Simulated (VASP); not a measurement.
# SiMo3 (Pm-3n) in VASP: single point with PBE

Aim: the single point of SiMo3 with PBE.

All numbers are computed with VASP 6.6.1; they aren't measurements. Logs are shortened: lines on timing, memory, paths and dates and some standing lists are left out, and cuts for length are marked.

## Step 1: The crystal as given

The structure is cubic, space group Pm-3n (No. 223). The conventional cell has a = 4.889 Å, b = 4.889 Å, c = 4.889 Å, α = 90.00°, β = 90.00°, γ = 90.00°. Around Si (site symmetry m-3) lie 12 Mo at 2.73 Å. Mo (site symmetry -4m2) has 2 Mo at 2.44 Å and 4 Si at 2.73 Å as nearest neighbours.

## Step 2: Single point, PBE

INCAR

```
SYSTEM = SiMo3
PREC = Accurate
ENCUT = 520
EDIFF = 1E-6
ISMEAR = -1
SIGMA = 0.15
LREAL = .False.
LASPH = .True.
NELM = 100
ALGO = Normal
ISIF = 2
LWAVE = .False.
LCHARG = .True.
GGA = PE
LELF = .True.
LVHAR = .True.
NBANDS = 56
```

KPOINTS

```
regular mesh
0
Gamma
  5 5 5
  0 0 0
```

POSCAR

```
SiMo3
1.0
    4.8890000000      0.0000000000      0.0000000000
    0.0000000000      4.8890000000      0.0000000000
    0.0000000000      0.0000000000      4.8890000000
Si Mo
2 6
Direct
    0.0000000000      0.0000000000      0.0000000000
    0.5000000000      0.5000000000      0.5000000000
    0.2500000000      0.0000000000      0.5000000000
    0.5000000000      0.7500000000      0.0000000000
    0.7500000000      0.0000000000      0.5000000000
    0.5000000000      0.2500000000      0.0000000000
    0.0000000000      0.5000000000      0.7500000000
    0.0000000000      0.5000000000      0.2500000000
```

Potentials or basis: VASP PAW PBE potentials, release 64 (Si, Mo_sv).

Launch:

```sh
> cat potpaw_PBE.64/Si/POTCAR potpaw_PBE.64/Mo_sv/POTCAR > POTCAR
> mpirun -np 1 vasp_std > vasp.out
```

OUTCAR:

```text
SYSTEM = SiMo3
   PREC = Accurate
   ENCUT = 520
   EDIFF = 1E-6
   ISMEAR = -1
   LREAL = .False.
   LASPH = .True.
   NELM = 100
   ISIF = 2
   GGA = PE

 ion  position               nearest neighbor table
   1  0.000  0.000  0.000-   3 2.73   4 2.73   5 2.73   6 2.73   7 2.73   8 2.73   3 2.73   5 2.73
                             7 2.73   8 2.73   4 2.73   6 2.73
   2  0.500  0.500  0.500-   3 2.73   4 2.73   5 2.73   6 2.73   7 2.73   8 2.73   4 2.73   6 2.73
                             3 2.73   5 2.73   7 2.73   8 2.73
   3  0.250  0.000  0.500-   5 2.44   5 2.44   1 2.73   1 2.73   2 2.73   2 2.73   8 2.99   4 2.99
                             4 2.99   6 2.99   6 2.99   7 2.99   8 2.99   7 2.99
   4  0.500  0.750  0.000-   6 2.44   6 2.44   1 2.73   2 2.73   2 2.73   1 2.73   8 2.99   5 2.99
                             3 2.99   5 2.99   3 2.99   7 2.99   7 2.99   8 2.99
   5  0.750  0.000  0.500-   3 2.44   3 2.44   1 2.73   1 2.73   2 2.73   2 2.73   8 2.99   4 2.99
                             4 2.99   6 2.99   6 2.99   7 2.99   8 2.99   7 2.99
   6  0.500  0.250  0.000-   4 2.44   4 2.44   1 2.73   2 2.73   2 2.73   1 2.73   8 2.99   3 2.99
                             3 2.99   5 2.99   5 2.99   7 2.99   7 2.99   8 2.99
   7  0.000  0.500  0.750-   8 2.44   8 2.44   1 2.73   2 2.73   1 2.73   2 2.73   3 2.99   4 2.99
                             5 2.99   3 2.99   5 2.99   6 2.99   4 2.99   6 2.99
   8  0.000  0.500  0.250-   7 2.44   7 2.44   1 2.73   2 2.73   1 2.73   2 2.73   3 2.99   4 2.99
                             5 2.99   3 2.99   5 2.99   6 2.99   4 2.99   6 2.99

  LATTYP: Found a simple cubic cell.
 ALAT       =     4.8890000000

  Lattice vectors:

 A1 = (   4.8890000000,   0.0000000000,   0.0000000000)
 A2 = (   0.0000000000,   4.8890000000,   0.0000000000)
 A3 = (   0.0000000000,   0.0000000000,   4.8890000000)

Analysis of symmetry for initial positions (statically):
=====================================================================
 Subroutine PRICEL returns:
 Original cell was already a primitive cell.

 Routine SETGRP: Setting up the symmetry group for a
 simple cubic supercell.

 Subroutine GETGRP returns: Found 48 space group operations
 (whereof 24 operations were pure point group operations)
 out of a pool of 48 trial point group operations.

The static configuration has the point symmetry T_h .
 The point group associated with its full space group is O_h .

Analysis of symmetry for dynamics (positions and initial velocities):
=====================================================================
 Subroutine PRICEL returns:
 Original cell was already a primitive cell.

 Routine SETGRP: Setting up the symmetry group for a
 simple cubic supercell.

 Subroutine GETGRP returns: Found 48 space group operations
 (whereof 24 operations were pure point group operations)
 out of a pool of 48 trial point group operations.

The dynamic configuration has the point symmetry T_h .
 The point group associated with its full space group is O_h .

 Subroutine INISYM returns: Found 48 space group operations
 (whereof 24 operations are pure point group operations),
 and found     1 'primitive' translations

----------------------------------------------------------------------------------------

                                     Primitive cell

  volume of cell :     116.8584

  direct lattice vectors                    reciprocal lattice vectors
     4.889000000  0.000000000  0.000000000     0.204540806  0.000000000  0.000000000
     0.000000000  4.889000000  0.000000000     0.000000000  0.204540806  0.000000000
     0.000000000  0.000000000  4.889000000     0.000000000  0.000000000  0.204540806

  length of vectors
     4.889000000  4.889000000  4.889000000     0.204540806  0.204540806  0.204540806

  position of ions in fractional coordinates (direct lattice)
     0.000000000  0.000000000  0.000000000
     0.500000000  0.500000000  0.500000000
     0.250000000  0.000000000  0.500000000
     0.500000000  0.750000000  0.000000000
     0.750000000  0.000000000  0.500000000
     0.500000000  0.250000000  0.000000000
     0.000000000  0.500000000  0.750000000
     0.000000000  0.500000000  0.250000000

  ion indices of the primitive-cell ions
   primitive index   ion index
                 1           1
                 2           2
                 3           3
                 4           4
                 5           5
                 6           6
                 7           7
                 8           8

----------------------------------------------------------------------------------------

 KPOINTS: regular mesh

Automatic generation of k-mesh.
 Grid dimensions read from file:
 generate k-points for:    5    5    5

 Generating k-lattice:

  Cartesian coordinates                     Fractional coordinates (reciprocal lattice)
     0.040908161  0.000000000  0.000000000     0.200000000  0.000000000  0.000000000
     0.000000000  0.040908161  0.000000000     0.000000000  0.200000000  0.000000000
     0.000000000  0.000000000  0.040908161     0.000000000  0.000000000  0.200000000

  Length of vectors
     0.040908161  0.040908161  0.040908161

  Shift w.r.t. Gamma in fractional coordinates (k-lattice)
     0.000000000  0.000000000  0.000000000

 Subroutine IBZKPT returns following result:
 ===========================================

 Found     10 irreducible k-points:

 Following reciprocal coordinates:
            Coordinates               Weight
  0.000000  0.000000  0.000000      1.000000
  0.200000  0.000000  0.000000      6.000000
  0.400000  0.000000  0.000000      6.000000
  0.200000  0.200000  0.000000     12.000000
  0.400000  0.200000  0.000000     24.000000
  0.400000  0.400000  0.000000     12.000000
  0.200000  0.200000  0.200000      8.000000
  0.400000  0.200000  0.200000     24.000000
  0.400000  0.400000  0.200000     24.000000
  0.400000  0.400000  0.400000      8.000000
   k-points           NKPTS =     10   k-points in BZ     NKDIM =     10   number of bands    NBANDS=     56
   number of dos      NEDOS =    301   number of ions     NIONS =      8
   total plane-waves  NPLWV =  46656
   dimension x,y,z NGX =    36 NGY =   36 NGZ =   36
   dimension x,y,z NGXF=    72 NGYF=   72 NGZF=   72
   ions per type =               2   6
   NGX,Y,Z   is equivalent  to a cutoff of  12.24, 12.24, 12.24 a.u.
   NGXF,Y,Z  is equivalent  to a cutoff of  24.48, 24.48, 24.48 a.u.
 SYSTEM =  SiMo3
   PREC   = accura    normal or accurate (medium, high low for compatibility)
   ISTART =      0    job   : 0-new  1-cont  2-samecut
   ICHARG =      2    charge: 1-file 2-atom 10-const
   ISPIN  =      1    spin polarized calculation?
   LNONCOLLINEAR =      F non collinear calculations
   LSORBIT =      F    spin-orbit coupling
   LASPH  =      T    aspherical Exc in radial PAW
   ENCUT  =  520.0 eV  38.22 Ry    6.18 a.u.   9.09  9.09  9.09*2*pi/ulx,y,z
   NELM   =    100;   NELMIN=  2; NELMDL= -5     # of ELM steps
   EDIFF  = 0.1E-05   stopping-criterion for ELM
   LREAL  =      F    real-space projection
   EDIFFG = 0.1E-04   stopping-criterion for IOM
   NSW    =      0    number of steps for IOM
   IBRION =     -1    ionic relax: 0-MD 1-quasi-New 2-CG
   NFREE  =      0    steps in history (QN), initial steepest desc. (CG)
   ISIF   =      2    stress and relaxation
   ISYM   =      2    0-nonsym 1-usesym 2-fastsym
   POTIM  = 0.5000    time-step for ionic-motion
   TEBEG  =    0.0;   TEEND  =   0.0 temperature during run
   PSTRESS=    0.0 pullay stress
   NELECT =      92.0000    total number of electrons
   NUPDOWN=      -1.0000    fix difference up-down
   EMIN   =  10.00;   EMAX   =-10.00  energy-range for DOS
   EFERMI =   0.00;   METHOD = LEGACY
   ISMEAR =    -1;   SIGMA  =   0.15  broadening in eV -4-tet -1-fermi 0-gaus
   EFERMI_NEDOS =   21; number of points for ismear=-14 and -15
   IALGO  =     38    algorithm
   IMIX   =      4    mixing-type and parameters
     AMIX     =   0.40;   BMIX     =  1.00
     AMIX_MAG =   1.60;   BMIX_MAG =  1.00
  volume/ion in A,a.u.               =      14.61        98.57
  Fermi-wavevector in a.u.,A,eV,Ry     =   1.511648  2.856601 31.090405  2.285080
  Thomas-Fermi vector in A             =   2.621677
   LORBIT       =      0    0 simple, 1 ext, 2 COOP (PROOUT), +10 PAW based schemes
   GGA     = PE    functional components
   LHFCALC =     F    Hartree Fock is set to
   AEXX    =    0.0000 exact exchange contribution
   IVDW    =     0    specifies the selected vdW correction
   LEPSILON=     F    determine dielectric tensor
   LRPA    =     F    only Hartree local field effects (RPA)
 non-spin polarized calculation
  energy-cutoff  :      520.00
  volume of cell :      116.86
 maximum number of plane-waves:      3153
   NGX = 19   NGY = 19   NGZ = 19

 number of electron      91.9999979 magnetization

 Free energy of the ion-electron system (eV)
  ---------------------------------------------------
  ext. energy  EPLUGINS =         0.00000000
  ---------------------------------------------------
  free energy    TOTEN  =       -79.17999064 eV

  energy without entropy =      -78.91869694  energy(sigma->0) =      -79.04934379

 E-fermi :  12.7754     XC(G=0): -13.1128

 val. band max:       12.6827446207   @ k =   0.2000   0.2000   0.2000
 cond. band min:      12.8802530712   @ k =   0.4000   0.4000   0.2000
 fundamental gap:      0.1975084505
 Fermi energy:        12.7753788566

 k-point     1 :       0.0000    0.0000    0.0000
  band No.  band energies     occupation
      1     -48.5123      2.00000
      2     -48.3968      2.00000
      3     -48.3968      2.00000
      4     -48.0659      2.00000
      5     -48.0659      2.00000
      6     -48.0659      2.00000
[... 579 lines left out ...]
     55      14.6133      0.00001
     56      14.7456      0.00000

------------------------ aborting loop because EDIFF is reached ----------------------------------------

  FORCE on cell =-STRESS in cart. coord.  units (eV):
  Direction    XX          YY          ZZ          XY          YZ          ZX
  --------------------------------------------------------------------------------------
  -------------------------------------------------------------------------------------
  Total        2.1168991      2.1168991      2.1168991      0.0000000     -0.0000000     -0.0000000
  in kB       29.0235564     29.0235564     29.0235564      0.0000000     -0.0000000     -0.0000000
  external PRESSURE =      29.0235564 kB  Pullay stress =       0.0000000 kB

 VOLUME and BASIS-vectors are now :
 -----------------------------------------------------------------------------
  energy-cutoff  :      520.00
  volume of cell :      116.86
      direct lattice vectors                 reciprocal lattice vectors
     4.889000000  0.000000000  0.000000000     0.204540806  0.000000000  0.000000000
     0.000000000  4.889000000  0.000000000     0.000000000  0.204540806  0.000000000
     0.000000000  0.000000000  4.889000000     0.000000000  0.000000000  0.204540806

 POSITION                                       TOTAL-FORCE (eV/Angst)
 -----------------------------------------------------------------------------------
      0.00000      0.00000      0.00000         0.000000      0.000000      0.000000
      2.44450      2.44450      2.44450         0.000000      0.000000      0.000000
      1.22225      0.00000      2.44450         0.000000     -0.000000     -0.000000
      2.44450      3.66675      0.00000         0.000000      0.000000      0.000000
      3.66675      0.00000      2.44450        -0.000000      0.000000      0.000000
      2.44450      1.22225      0.00000        -0.000000     -0.000000     -0.000000
      0.00000      2.44450      3.66675         0.000000      0.000000      0.000000
      0.00000      2.44450      1.22225        -0.000000     -0.000000     -0.000000
 -----------------------------------------------------------------------------------
    total drift:                                0.000000      0.000000     -0.000000

  FREE ENERGIE OF THE ION-ELECTRON SYSTEM (eV)
  ---------------------------------------------------
  free  energy   TOTEN  =       -79.1799906370 eV

  energy  without entropy=      -78.9186969421  energy(sigma->0) =      -79.04934379
```

It took 48 s on 1 thread of Intel Xeon Platinum 8488C (Sapphire Rapids), shared host; peak memory 0.21 GiB.

Results:

* Free energy: -79.1800 eV
* Pressure: 2.9 GPa
* Band gap on the k mesh: none (metal or under the smearing width)

Levels at points of the mesh, in eV from the Fermi level:
| k point | band 43 | band 44 | band 45 | band 46 | band 47 | band 48 |
| --- | --- | --- | --- | --- | --- | --- |
| (0.00, 0.00, 0.00) | -1.57 | -1.57 | 1.24 | 1.24 | 1.24 | 2.04 |
